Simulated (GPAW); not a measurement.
Wanted: an ASE script for a GPAW 26.7.0 run.

```
Task                : single point
Functional          : PBE
Potentials or basis : GPAW PAW data sets (gpaw-data 1.2.1)
Cutoff              : 800 eV
Basis               : pw
k mesh              : 7 × 7 × 4
Occupations         : fermi-dirac, width 0.05 eV
Spin                : no spin polarisation
Maxiter             : 150
```

Crystal: Mg3Sb2.

```
Sb Mg
1.0
     4.58200    0.00000    0.00000
    -2.29100    3.96813    0.00000
     0.00000    0.00000    7.24400
Sb Mg
2 3
Direct
  0.66667 0.33333 0.76500
  0.33333 0.66667 0.23500
  0.00000 0.00000 0.00000
  0.66667 0.33333 0.37000
  0.33333 0.66667 0.63000
```

The input as run:

run.py

```python
from ase import Atoms
from ase.dft.bandgap import bandgap
from ase.io import write
from ase.units import Bohr, GPa
from gpaw import GPAW, PW
from gpaw.elf import elf_from_dft_calculation

atoms = Atoms(['Sb', 'Sb', 'Mg', 'Mg', 'Mg'],
              cell=[[4.582, 0.0, 0.0],
                    [-2.291, 3.9681284001, 0.0],
                    [0.0, 0.0, 7.244]],
              scaled_positions=[[0.6666666667, 0.3333333333, 0.765],
                                [0.3333333333, 0.6666666667, 0.235],
                                [0.0, 0.0, 0.0],
                                [0.6666666667, 0.3333333333, 0.37],
                                [0.3333333333, 0.6666666667, 0.63]],
              pbc=True)

calc = GPAW(mode=PW(800),
            xc='PBE',
            kpts={'size': (7, 7, 4), 'gamma': True},
            occupations={'name': 'fermi-dirac', 'width': 0.05},
            nbands=47,
            convergence={'density': 1e-05, 'energy': 1e-05},
            maxiter=150,
            txt='gpaw.txt')
atoms.calc = calc
energy = atoms.get_potential_energy()
forces = atoms.get_forces()
stress = atoms.get_stress()
calc.write('gs.gpw')
write('result.traj', atoms)
print(f'Energy: {energy:.6f} eV')
print('Forces (eV/A):')
print(forces.round(4))
print('Stress (GPa):', (stress / GPa).round(3))
print('Fermi level:', round(calc.get_fermi_level(), 4), 'eV')
print(f'Gap: {bandgap(calc)[0]:.4f} eV, direct: {bandgap(calc, direct=True)[0]:.4f} eV')

# fields on the real-space grid
write('density.cube', atoms, data=calc.get_pseudo_density() * Bohr**3)
write('potential.cube', atoms, data=calc.get_electrostatic_potential())
write('elf.cube', atoms, data=elf_from_dft_calculation(calc).data)
```

Potentials or basis: GPAW PAW data sets (gpaw-data 1.2.1), pw.

Command:

```console
$ OMP_NUM_THREADS=1 python run.py
```

It gave:

```json
{
 "Pressure": "0.8 GPa",
 "Largest force": "0.467 eV/Å",
 "Band gap on the k mesh": "0.37 eV, indirect (least direct gap 1.18 eV)"
}
```

Caveat: spin-orbit coupling is left out, which moves the levels of the heavy elements; an odd mesh through Γ misses points on the zone boundary, where band edges often lie.

Wall time 2.7 min on 1 thread of Arm Neoverse V2 (shared host), peak memory 0.39 GiB.
